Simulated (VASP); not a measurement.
Here is a VASP 6.6.1 calculation.

POSCAR

```
PbO2
1.0
    0.0000000000      2.7019920000      2.7019920000
    2.7019920000      0.0000000000      2.7019920000
    2.7019920000      2.7019920000      0.0000000000
Pb O
1 2
Direct
    0.0000000000      0.0000000000      0.0000000000
    0.2500000000      0.2500000000      0.2500000000
    0.7500000000      0.7500000000      0.7500000000
```

The input INCAR.step1:

```
SYSTEM = PbO2
  PREC = Accurate
  ENCUT = 520
  ISMEAR = 0
  SIGMA = 0.1
  LREAL = .False.
  LASPH = .True.
  NELM = 100
  NBANDS = 20
  GGA = PE
  ALGO = Normal
  EDIFF = 1E-4
  LWAVE = .True.
  LCHARG = .False.
```

INCAR.step2

```
SYSTEM = PbO2
  PREC = Accurate
  ENCUT = 520
  EDIFF = 1E-6
  ISMEAR = 0
  SIGMA = 0.1
  LREAL = .False.
  LASPH = .True.
  NELM = 100
  ALGO = Normal
  ISIF = 2
  LWAVE = .False.
  LCHARG = .False.
  METAGGA = R2SCAN
  LMIXTAU = .True.
  NBANDS = 20
  ISTART = 1
```

File KPOINTS:

```
regular mesh
0
Gamma
  6 6 6
  0 0 0
```

Potentials or basis: VASP PAW PBE potentials, release 64 (Pb_d, O).

Command:

```console
$ cat potpaw_PBE.64/Pb_d/POTCAR potpaw_PBE.64/O/POTCAR > POTCAR
$ cp INCAR.step1 INCAR
$ mpirun -np 1 vasp_std > vasp.out
$ cp INCAR.step2 INCAR
$ mpirun -np 1 vasp_std > vasp.out
```

(1) Estimate the pressure.

(2) Estimate the band gap on the k mesh.

## Answers

(1) -6.1 GPa.

(2) none (metal or under the smearing width).

Caveat: the PAW data sets were made with another functional, which shifts forces and pressure a little.
